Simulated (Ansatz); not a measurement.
## MoP: what a set of calculations says

**What was measured.**

“Pressure-induced Superconductivity in the Three-component Fermion Topological Semimetal Molybdenum Phosphide”, 2017, arxiv:1710.00472 reports, for a bulk crystal of MoP at 300 K: lattice constant a 3.2259 ± 0.0003 Å; lattice constant c 3.205 ± 0.0003 Å.

Plane-wave DFT in Ansatz with scalar-relativistic PAW potentials. The crystal relaxes under PBE to P-6m2 with a = 3.241 Å, c = 3.195 Å, 14.53 Å³/atom. No spin polarisation.

```
CELL_PARAMETERS angstrom
3.24104 0.00000 0.00000
-1.62052 2.80683 0.00000
0.00000 0.00000 3.19523
ATOMIC_POSITIONS crystal
Mo 0.00000 0.00000 0.00000
P 0.33333 0.66667 0.50000
```

Each line comes from a run of its own, at the level named and at that level's relaxed cell.

- Compression. r2SCAN: B0 = 225 GPa, B' = 4.3.
- Elasticity. PBEsol: B = 236, G = 143, E = 357 GPa, ν = 0.25 (Hill).
- Surfaces. PBEsol: (110) MoP 2.74 J/m², work function 4.63 eV.
- Under pressure. PBE: at 90 GPa the volume is 78.1 % of its rest value, relaxed within the start's symmetry (group found there: P-6m2).

A measured lattice constant a of MoP is 3.2259 Å (300 K; “Pressure-induced Superconductivity in the Three-component Fermion Topological Semimetal Molybdenum Phosphide”, 2017, arxiv:1710.00472); the calculated 3.241 Å misses it by +0.5 %. A measured lattice constant c of MoP is 3.205 Å (300 K; “Pressure-induced Superconductivity in the Three-component Fermion Topological Semimetal Molybdenum Phosphide”, 2017, arxiv:1710.00472); the calculated 3.195 Å misses it by -0.3 %.

All values are for 0 K without zero-point motion.